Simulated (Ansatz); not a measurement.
## HgTe under changes of volume

One of the cells (30.077 Å³/atom); the others are scaled copies at fixed shape and fractional positions:

```xyz
4
Lattice="2.9925 -3.4669 0.0000 2.9925 3.4669 0.0000 0.0000 0.0000 5.7982" Properties=species:S:1:pos:R:3 pbc="T T T"
Hg    2.9925   -1.0883    1.4495
Hg    2.9925    1.0883    4.3486
Te    2.9925    1.9748    1.4495
Te    2.9925   -1.9748    4.3486
```

Measurements of this composition are mostly on another form, of space group No. 216.

- Program: Ansatz 0.2.0
- Functional: r2SCAN
- Potentials or basis: Ansatz PAW
- Cutoff: 500 eV (not typed: the program's choice for these potentials)
- k mesh: 6 × 6 × 5
- Occupations: fermi-dirac, width 0.05 eV
- Spin: no spin polarisation

| volume (Å³/atom) | energy over the lowest point (meV/atom) | pressure (GPa) | largest force (eV/Å) |
| --- | --- | --- | --- |
| 28.273 | 3.94 | 1.7 | 0.062 |
| 28.874 | 0.00 | 0.5 | 0.076 |
| 29.476 | 0.14 | -0.5 | 0.135 |
| 30.077 | 3.88 | -1.4 | 0.189 |
| 30.679 | 10.78 | -2.2 | 0.237 |
| 31.281 | 20.47 | -2.9 | 0.281 |
| 31.882 | ? | ? | ? |

Problem. What does the run at 31.882 Å³/atom give?

Solution. Energy over the lowest point 32.63 meV/atom; pressure -3.5 GPa; largest force 0.320 eV/Å.

Worked out: A Birch-Murnaghan fit of order 3 (a polynomial in V^(-2/3)) to the other rows has its minimum at 29.15 Å³/atom with B0 = V·E''(V) = 50 GPa and B' = 5.2 at fixed shape and positions, which overstates the stiffness. It gives 32.58 meV/atom at 31.882 Å³/atom, against the run's 32.63, and -dE/dV = -3.5 GPa, against -3.5.

Energies are extrapolated to zero smearing.

Caveats: the PAW data sets come from PBE, with cores solved anew for the run's functional, which leaves a small shift of forces and pressure.
